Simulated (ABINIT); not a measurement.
# Pt (Fm-3m) in ABINIT: convergence with tolvrs

Aim: find how far tolvrs must go before the results for Pt settle, at LDA. This setting moves, with any that are tied to it; all else stays.

All numbers are computed with ABINIT 10.8.3 (patched build); they aren't measurements. Logs are shortened: lines on timing, memory, paths and dates and some standing lists are left out, and cuts for length are marked. The log counts tension as positive stress, the text compression.

### Step 1. The crystal as given

It takes space group Fm-3m (No. 225, cubic). Conventional cell: a = 3.922 Å, b = 3.922 Å, c = 3.922 Å, α = 90.00°, β = 90.00°, γ = 90.00°. Pt (site symmetry m-3m) is surrounded by 12 Pt at 2.77 Å.

### Step 2. With tolvrs 0.01

run.abi reads:

```
# Pseudopotentials
pp_dirpath "./"
pseudos "Pt.LDA_PW-JTH.xml"

# Structure
acell 5.2404588053 5.2404588053 5.2404588053
rprim
     0.0000000000     0.7071067812     0.7071067812
     0.7071067812     0.0000000000     0.7071067812
     0.7071067812     0.7071067812     0.0000000000
ntypat 1
znucl 78
natom 1
typat 1
xred
     0.0000000000     0.0000000000     0.0000000000

# Plane-wave basis
ecut 16.0
pawecutdg 32.0

# k points
kptopt 1
ngkpt 12 12 12
nshiftk 1
shiftk 0.0 0.0 0.0

# Exchange and correlation
ixc 7

# Bands and occupations
nband 9
occopt 4
tsmear 0.05 eV

# SCF cycle
nstep 100
tolvrs 0.01

# Output
iomode 3
prtwf 0
prtden 0
prteig 0
prtebands 0
enunit 2
```

Potentials or basis: JTH PAW LDA v2.0.

Run with:

```console
$ abinit run.abi > log 2>&1
```

run.abo:

```text
.Version 10.8.3 of ABINIT
 Symmetries : space group Fm -3 m (#225); Bravais cF (face-center cubic)
================================================================================
 Values of the parameters that define the memory need of the present run
     intxc =       0    ionmov =       0      iscf =      17    lmnmax =      18
     lnmax =       6     mgfft =      20  mpssoang =       3    mqgrid =    3001
     natom =       1  nloc_mem =       2    nspden =       1   nspinor =       1
    nsppol =       1      nsym =      48    n1xccc =       1    ntypat =       1
    occopt =       4   xclevel =       1
       mpw =         322          nfft =        8000          nkpt =          72
 PAW method is used; the additional fine FFT grid is defined by:
   mgfftf=        30    nfftf =     27000
================================================================================
================================================================================

--------------------------------------------------------------------------------
------------- Echo of variables that govern the present computation ------------
--------------------------------------------------------------------------------
 -outvars: echo values of preprocessed input variables --------
            acell      5.2404588053E+00  5.2404588053E+00  5.2404588053E+00 Bohr
              amu      1.95080000E+02
             ecut      1.60000000E+01 Hartree
           enunit           2
                       outvar_i_n : Printing only first  50 k-points.
              ixc           7
                       outvar_i_n : Printing only first  50 k-points.
         kptrlatt       12    0    0      0   12    0      0    0   12
          kptrlen      6.28855057E+01
            natom           1
            nband           9
            ngfft          20      20      20
          ngfftdg          30      30      30
             nkpt          72
            nstep         100
             nsym          48
           ntypat           1
                       prtocc : prtvol=0, do not print more k-points.
           occopt           4
        pawecutdg      3.20000000E+01 Hartree
           prtden           0
        prtebands           0
[... 161 lines left out ...]

--- !EnergyTerms
iteration_state     : {dtset: 1, }
comment             : Components of total free energy in Hartree
kinetic             :  8.19105506307784E+00
hartree             :  2.01647421040416E+00
xc                  : -2.92181752817052E+00
Ewald energy        : -3.09322826855389E+01
psp_core            :  3.01461999431052E+00
local_psp           : -8.95441069306364E+00
PAW spherical_terms :  2.33403316859524E+00
internal            : -2.72523284703853E+01
'-kT*entropy'       : -4.74228785396248E-05
total_energy        : -2.72523758932638E+01
total_energy_eV     : -7.41574926552262E+02
...

--- !EnergyTermsDC
iteration_state     : {dtset: 1, }
comment             : '"Double-counting" decomposition of free energy'
band_energy         :  2.08156330093247E+00
Ewald energy        : -3.09322826855389E+01
psp_core            :  3.01461999431052E+00
xc_dc               : -1.53468893608455E+00
PAW spherical_terms :  1.82528266152004E-01
internal            : -2.71882600602284E+01
'-kT*entropy'       : -4.74228785396248E-05
total_energy_dc     : -2.71883074831069E+01
total_energy_dc_eV  : -7.39831536297318E+02
...

--- !EnergyTermsWithPAWCore
iteration_state     : {dtset: 1, }
comment             : 'Components of total free energy, including PAW core contributions'
Total energy        : -1.84035777162963E+04
Total energy DC     : -1.84035136478861E+04
Total energy (eV)   : -5.00786861546067E+05
Total energy DC (eV): -5.00785118155812E+05
...

 Cartesian components of stress tensor (hartree/bohr^3)
  sigma(1 1)=  1.58600856E-04  sigma(3 2)=  0.00000000E+00
  sigma(2 2)=  1.58600856E-04  sigma(3 1)=  0.00000000E+00
  sigma(3 3)=  1.58600856E-04  sigma(2 1)=  0.00000000E+00

-Cartesian components of stress tensor (GPa)         [Pressure= -4.6662E+00 GPa]
- sigma(1 1)=  4.66619827E+00  sigma(3 2)=  0.00000000E+00
- sigma(2 2)=  4.66619827E+00  sigma(3 1)=  0.00000000E+00
- sigma(3 3)=  4.66619827E+00  sigma(2 1)=  0.00000000E+00

== END DATASET(S) ==============================================================
================================================================================

 -outvars: echo values of variables after computation  --------
            acell      5.2404588053E+00  5.2404588053E+00  5.2404588053E+00 Bohr
           etotal     -2.7188307483E+01
            fcart     -0.0000000000E+00 -0.0000000000E+00 -0.0000000000E+00
            rprim      0.0000000000E+00  7.0710678120E-01  7.0710678120E-01
                       7.0710678120E-01  0.0000000000E+00  7.0710678120E-01
                       7.0710678120E-01  7.0710678120E-01  0.0000000000E+00
           strten      1.5860085566E-04  1.5860085566E-04  1.5860085566E-04
                       0.0000000000E+00  0.0000000000E+00  0.0000000000E+00
 Calculation completed.
```

Wall time 4.1 s (1 thread of Arm Neoverse V2, shared host); peak memory 0.08 GiB.

Results:

| Item | Value |
| --- | --- |
| Free energy | -739.8315 eV |
| Pressure | -4.7 GPa |
| Band gap on the k mesh | none (metal or under the smearing width) |
| Valence electrons inside the program's atomic spheres | Pt 8.65 (radii [1.3315] Å) |

### Step 3. With tolvrs 0.001

run.abi, as its differences from that of step 2:

```diff
@@ -37,3 +37,3 @@
 nstep 100
-tolvrs 0.01
+tolvrs 0.001
```

Potentials or basis: JTH PAW LDA v2.0.

Run with:

```console
$ abinit run.abi > log 2>&1
```

Run time: 4.4 s. Hardware: 1 thread of Arm Neoverse V2, shared host; peak memory 0.07 GiB.

It converged, with:

| Property | Result |
| --- | --- |
| Free energy | -739.8313 eV |
| Pressure | -5.3 GPa |
| Band gap on the k mesh | none (metal or under the smearing width) |
| Valence electrons inside the program's atomic spheres | Pt 8.65 (radii [1.3315] Å) |

### Step 4. With tolvrs 0.0001

run.abi, as its differences from that of step 3:

```diff
@@ -37,3 +37,3 @@
 nstep 100
-tolvrs 0.001
+tolvrs 0.0001
```

Run with:

```console
$ abinit run.abi > log 2>&1
```

Wall time 5.2 s (1 thread of Arm Neoverse V2, shared host); peak memory 0.08 GiB.

It converged, with:

- Free energy: -739.8313 eV
- Pressure: -5.3 GPa
- Band gap on the k mesh: none (metal or under the smearing width)
- Valence electrons inside the program's atomic spheres: Pt 8.65 (radii [1.3315] Å)

### Step 5. With tolvrs 1e-05

run.abi, as its differences from that of step 4:

```diff
@@ -37,3 +37,3 @@
 nstep 100
-tolvrs 0.0001
+tolvrs 1.0e-5
```

Run with:

```console
$ abinit run.abi > log 2>&1
```

It took 5.5 s on 1 thread of Arm Neoverse V2, shared host; peak memory 0.07 GiB.

Results (log left out):

```yaml
Free_energy: -739.8313 eV
Pressure: -5.5 GPa
Band_gap_on_the_k_mesh: none (metal or under the smearing width)
Valence_electrons_inside_the_program's_atomic_spheres: Pt 8.65 (radii [1.3315] Å)
```

### Step 6. With tolvrs 1e-06

run.abi, as its differences from that of step 5:

```diff
@@ -37,3 +37,3 @@
 nstep 100
-tolvrs 1.0e-5
+tolvrs 1.0e-6
```

Potentials or basis: JTH PAW LDA v2.0.

Run with:

```console
$ abinit run.abi > log 2>&1
```

It took 5.5 s on 1 thread of Arm Neoverse V2, shared host; peak memory 0.07 GiB.

It converged, with:

```yaml
Free_energy: -739.8313 eV
Pressure: -5.5 GPa
Band_gap_on_the_k_mesh: none (metal or under the smearing width)
Valence_electrons_inside_the_program's_atomic_spheres: Pt 8.65 (radii [1.3315] Å)
```

### Step 7. With tolvrs 1e-08

run.abi, as its differences from that of step 6:

```diff
@@ -37,3 +37,3 @@
 nstep 100
-tolvrs 1.0e-6
+tolvrs 1.0e-8
```

Run with:

```console
$ abinit run.abi > log 2>&1
```

Wall time 7.1 s (1 thread of Arm Neoverse V2, shared host); peak memory 0.08 GiB.

The run converged. Its results:

```yaml
Free_energy: -739.8313 eV
Pressure: -5.5 GPa
Band_gap_on_the_k_mesh: none (metal or under the smearing width)
Valence_electrons_inside_the_program's_atomic_spheres: Pt 8.65 (radii [1.3315] Å)
```

### Step 8. With tolvrs 1e-10

run.abi, as its differences from that of step 7:

```diff
@@ -37,3 +37,3 @@
 nstep 100
-tolvrs 1.0e-8
+tolvrs 1.0e-10
```

Run with:

```console
$ abinit run.abi > log 2>&1
```

Run time: 7.8 s. Hardware: 1 thread of Arm Neoverse V2, shared host; peak memory 0.07 GiB.

The run converged. Its results:

```
Free energy                                           : -739.8313 eV
Pressure                                              : -5.5 GPa
Band gap on the k mesh                                : none (metal or under the smearing width)
Valence electrons inside the program's atomic spheres : Pt 8.65 (radii [1.3315] Å)
```

### Step 9. With tolvrs 1e-13

run.abi, as its differences from that of step 8:

```diff
@@ -37,3 +37,3 @@
 nstep 100
-tolvrs 1.0e-10
+tolvrs 1.0e-13
```

Potentials or basis: JTH PAW LDA v2.0.

Run with:

```console
$ abinit run.abi > log 2>&1
```

Wall time 8.8 s (1 thread of Arm Neoverse V2, shared host); peak memory 0.08 GiB.

It converged, with:

| Property | Result |
| --- | --- |
| Free energy | -739.8313 eV |
| Pressure | -5.5 GPa |
| Band gap on the k mesh | none (metal or under the smearing width) |
| Valence electrons inside the program's atomic spheres | Pt 8.65 (radii [1.3315] Å) |

### Step 10. The series at a glance

| tolvrs | energy less the tightest run (meV/atom) | pressure (GPa) | SCF cycles | CPU time (s) | peak memory (GiB) |
| --- | --- | --- | --- | --- | --- |
| 0.01 | -0.21 | -4.67 | 8 | 4.1 | 0.08 |
| 0.001 | 0.00 | -5.31 | 9 | 4.4 | 0.07 |
| 0.0001 | 0.00 | -5.33 | 11 | 5.1 | 0.08 |
| 1e-05 | 0.00 | -5.48 | 12 | 5.5 | 0.07 |
| 1e-06 | 0.00 | -5.48 | 12 | 5.4 | 0.07 |
| 1e-08 | 0.00 | -5.47 | 17 | 7.1 | 0.08 |
| 1e-10 | 0.00 | -5.47 | 19 | 7.8 | 0.07 |
| 1e-13 | 0.00 | -5.47 | 22 | 8.8 | 0.08 |

Against the tightest run, the energy stays within 1 meV/atom from 0.01 on; the pressure stays within 0.1 GPa from 1e-05 on. The tightest run that finished is the yardstick and may itself not be fully converged.
